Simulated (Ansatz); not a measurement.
Crystal: AlNi3.

```
Ni Al
1.0
     3.52305    0.00000    0.00000
     0.00000    3.52305    0.00000
     0.00000    0.00000    3.52305
Ni Al
3 1
Cartesian
  1.7615 1.7615 0.0000
  1.7615 0.0000 1.7615
  0.0000 1.7615 1.7615
  0.0000 0.0000 0.0000
```

The cell is a database's computed one.

Alike in all runs: program Ansatz 0.2.0; functional PBE; potentials or basis Ansatz PAW; cutoff 420 eV (not typed: the program's choice for these potentials); k mesh 6 × 6 × 6; occupations fermi-dirac, width 0.05 eV.

The same cell was started in several ways:

```tsv
start	free energy over the lowest (meV/atom)	net moment (μB)	site or absolute moments (μB)	gap
collinear spin, ferromagnetic start of up to 0.27 μB; fixed moment 0.8	0.0	0.80	Ni +0.29; Al -0.02	-
collinear spin, ferromagnetic start of up to 0.73 μB; fixed moment 2.2	126.2	2.20	Ni +0.70; Al +0.04	-
collinear spin, ferromagnetic start of up to 1.27 μB; fixed moment 3.8	497.5	3.80	Ni +1.11; Al +0.14	-
collinear spin, ferromagnetic start of up to 1 μB; fixed moment 3	274.1	3.00	Ni +0.91; Al +0.08	-
collinear spin, ferromagnetic start of up to 0.5 μB; fixed moment 1.5	46.0	1.50	Ni +0.50; Al +0.01	-
collinear spin, ferromagnetic start of up to 1.5 μB; fixed moment 4.5	766.3	4.50	Ni +1.26; Al +0.20	-
collinear spin, program default start; fixed moment 0	2.7	0.00	-	-
collinear spin, ferromagnetic start of up to 2 μB; fixed moment 6	1602.5	6.00	Ni +1.61; Al +0.34	-
```

All polarised runs hold their moment fixed, so the table maps the energy against it. A still lower state may exist.

Caveats: the total moment is fixed, so each spin has its own Fermi level.
